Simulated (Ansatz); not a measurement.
BaTiO3:

```
Ba Ti O
1.0
     4.00730    0.00000    0.00000
     0.00000    4.00730    0.00000
     0.00000    0.00000    8.01460
Ba Ti O
2 2 6
Direct
  0.57741 0.59500 0.23992
  0.51332 0.45608 0.76365
  0.03541 0.99821 0.01324
  0.94999 0.97117 0.51853
  0.56907 0.92563 0.97977
  0.42933 0.96655 0.50053
  0.96890 0.59557 0.98415
  0.95413 0.46286 0.52367
  0.96185 0.01025 0.22399
  0.04058 0.01868 0.75255
```

* Program: Ansatz 0.2.0
* Task: relaxation of cell and atoms
* Functional: PBE
* Dispersion: D3(BJ)
* Potentials or basis: Ansatz PAW
* Cutoff: 420 eV (not typed: the program's choice for these potentials)
* k mesh: 7 × 7 × 4
* Occupations: fermi-dirac, width 0.05 eV
* Spin: no spin polarisation

At the start: volume 12.87 Å³/atom.

Q: How do energy, volume and symmetry change on relaxing?

A: It ends after 10 steps and the volume is 12.95 Å³/atom (+0.6 %); space group Cmc2_1 (No. 36, to 0.05 Å).

The path:
```csv
step,energy change (eV),largest force (eV/Å),volume (Å³)
1,0.0000,7.8756,128.70
2,-3.1752,3.7712,132.61
3,-4.3446,1.1802,129.35
4,-4.5533,0.0681,128.62
5,-4.5502,0.0876,130.21
6,-4.5555,0.0042,129.49
7,-4.5555,0.0007,129.47
8,-4.5590,0.0008,129.47
9,-4.5589,0.0008,129.53
10,-4.5591,0.0008,129.53
```

Final structure:
```
Ba Ti O
1.0
     3.99179    0.00276   -0.00001
     0.00276    3.99199    0.00000
    -0.00001   -0.00001    8.12856
Ba Ti O
2 2 6
Direct
  0.49775 0.49774 0.25514
  0.50224 0.50226 0.75514
  0.98688 0.98682 0.01296
  0.01310 0.01317 0.51296
  0.50970 0.00628 0.99579
  0.49031 0.99373 0.49579
  0.00625 0.50975 0.99580
  0.99376 0.49026 0.49580
  0.99973 0.99973 0.24031
  0.00028 0.00028 0.74031
```

Caveat: the plane-wave basis is chosen anew once the cell has moved, so the energies of steps on either side of that aren't comparable; the pressure holds a Pulay correction of +0.5 GPa for the finite cutoff.
